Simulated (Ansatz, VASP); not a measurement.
## PtSe2 (Sudovikovite) in VASP and in Ansatz

```
Pt Se
1.0
     3.77146    0.00000    0.00000
    -1.88573    3.26618    0.00000
     0.00000    0.00000    4.82331
Pt Se
1 2
Direct
  0.00000 0.00000 0.00000
  0.33333 0.66667 0.26546
  0.66667 0.33333 0.73454
```

Alike in both runs: functional PBE; dispersion D3(BJ); k mesh 15 × 15 × 10; occupations gaussian, width 0.1 eV; no spin polarisation.

Ansatz relaxed the structure, and its values are those at the end. VASP's run is a single point on that final structure, the one shown.

```csv
,VASP,Ansatz
version,VASP 6.6.1,Ansatz 0.2.0
potentials or method,"VASP PAW PBE potentials, release 64 (Pt, Se)","scalar-relativistic, plane waves, PAW"
plane-wave cutoff (eV),520,420
valence electrons in the cell,22,50
```

Ansatz gave:

| Property | Result |
| --- | --- |
| gap on the k mesh at the Fermi level (eV) | none |
| pressure (GPa) | 0.0 |
| rms of the force components (eV/Å) | 0.000 |

Which values does VASP return?

gap on the k mesh at the Fermi level (eV): none; pressure (GPa): 0.0; rms of the force components (eV/Å): 0.003.

A gap of «none» marks a metal or a gap that the smearing closes. The two sets of potentials don't hold the same shells in valence.

Caveats: pairwise dispersion overbinds metals, which lowers pressure and volume. Spin-orbit coupling is left out, which matters for the levels of Pt.
